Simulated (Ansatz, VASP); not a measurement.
**PbSe in VASP and in Ansatz**

The input INCAR:

```
SYSTEM = PbSe
ALGO = Normal ; EDIFF = 1E-6
ENCUT = 520 ; GGA = PE
ISIF = 2 ; ISMEAR = 0
LASPH = .True. ; LCHARG = .True.
LELF = .True. ; LREAL = .False.
LVHAR = .True. ; LWAVE = .False.
NBANDS = 17 ; NELM = 60
PREC = Accurate ; SIGMA = 0.03
```

File KPOINTS:

```
k-points
0
Gamma
  10 10 10
  0 0 0
```

Contents of POSCAR:

```
PbSe
1.0
    0.0000000000      3.0621500000      3.0621500000
    3.0621500000      0.0000000000      3.0621500000
    3.0621500000      3.0621500000      0.0000000000
Pb Se
1 1
Direct
    0.0000000000      0.0000000000      0.0000000000
    0.4285632644      0.4285632644      0.5714367356
```

Input for Ansatz:

```yaml
crystal:
  lattice:
    - [0.0, 3.06215, 3.06215]
    - [3.06215, 0.0, 3.06215]
    - [3.06215, 3.06215, 0.0]
  atoms:
    - { symbol: Pb, position: [0.0, 0.0, 0.0] }
    - { symbol: Se, position: [0.4285632644, 0.4285632644, 0.5714367356] }
basis:
  ecutwfc: 420
kpoints:
  mp_grid: { grid: [10, 10, 10] }
hamiltonian:
  xc: pbe
scf:
  occupations: { method: gaussian, width: 0.03 }
output:
  forces: true
  stress: true
  eigenvalues: true
```

Change from the starting cell: all Se atoms moved +0.438 Å, as atom 2 towards its neighbour atom 1 (Pb) at 3.062 Å.

Alike in both runs: task single point; functional PBE; k mesh 10 × 10 × 10; occupations gaussian, width 0.03 eV; no spin polarisation.

|  | VASP | Ansatz |
| --- | --- | --- |
| version | VASP 6.6.1 | Ansatz 0.2.0 |
| potentials or method | VASP PAW PBE potentials, release 64 (Pb_d, Se) | scalar-relativistic, plane waves, PAW |
| plane-wave cutoff (eV) | 520 | 420 |
| valence electrons in the cell | 20 | 30 |

```csv
,VASP,Ansatz,Ansatz less VASP
gap on the k mesh at the Fermi level (eV),1.23,1.22,-0.004
least direct gap on the mesh (eV),1.37,1.36,-0.009
pressure (GPa),5.5,5.5,-0.01
largest component of the traceless stress (GPa),6.17,6.11,-0.055
rms of the force components (eV/Å),0.771,0.764,-0.0075
```

Atom by atom the forces differ by 0.008 eV/Å (rms over components). The functional is the same, so the differences come from potentials, cutoffs and numerics. The two sets of potentials don't hold the same shells in valence.

Caveats: spin-orbit coupling is left out, which as a rule narrows the gap of such compounds by several tenths of an eV; forces of over 1 eV/Å show positions far from the minimum, so gaps and moduli don't describe the material at rest. A k mesh can miss the band edges.
